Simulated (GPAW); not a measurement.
Crystal: As.

```
As
1.0
     2.70368    0.00000    0.00000
     0.00000    2.70368    0.00000
     0.00000    0.00000    2.70368
As
1
Direct
  0.50000 0.50000 0.50000
```

This isn't the form of As at room conditions, which is rhombohedral.

* Program: GPAW 26.7.0
* Task: relaxation of cell and atoms
* Functional: PBEsol
* Dispersion: D4
* Potentials or basis: PAW data sets generated in the run's folder for this functional
* Cutoff: 600 eV
* Basis: pw
* k mesh: 10 × 10 × 10
* Occupations: fermi-dirac, width 0.05 eV
* Spin: no spin polarisation

At the start: pressure -3.6 GPa; volume 19.76 Å³/atom.

Problem. Where does the relaxation end?

Solution. Over 3 steps the energy falls by 9.1 meV/atom and the volume is 18.96 Å³/atom (-4.1 %); space group Pm-3m (No. 221, to 0.05 Å).

Step by step:
```csv
step,energy change (eV),largest force (eV/Å),pressure (GPa),volume (Å³)
1,0.0000,0.0000,-3.61,19.76
2,-0.0065,0.0000,-1.99,19.39
3,-0.0091,0.0000,0.11,18.96
```

Final structure:
```
As
1.0
     2.66643    0.00000    0.00000
     0.00000    2.66643    0.00000
     0.00000    0.00000    2.66643
As
1
Direct
  0.50000 0.50000 0.50000
```

Caveat: later steps reuse the first step's grids; pairwise dispersion overbinds metals, which lowers pressure and volume.
